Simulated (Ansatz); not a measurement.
Crystal: GaP.

```
Ga P
1.0
     0.00000    2.72525    2.72525
     2.72525    0.00000    2.72525
     2.72525    2.72525    0.00000
Ga P
1 1
Direct
  0.00000 0.00000 0.00000
  0.75000 0.75000 0.75000
```

Program: Ansatz 0.2.0. Alike in all runs: potentials or basis Ansatz PAW; cell as given; cutoff (eV) 420. Hardware: 2 threads of Arm Neoverse V1, on a shared host.

Order these runs on this cell by their wall time, lowest first.
A. task single point; level PBEsol; spin off; k mesh 8 × 8 × 8; smearing gaussian 0.05 eV
B. task single point; level PBEsol+D3(BJ); spin SOC, no magnetisation; k mesh 6 × 6 × 6; smearing fermi-dirac 0.1 eV
C. task Born charges and dielectric tensor; level PBEsol; spin off; k mesh 8 × 8 × 8; smearing fixed

A (1.1 s), B (2.5 s), C (23 s).
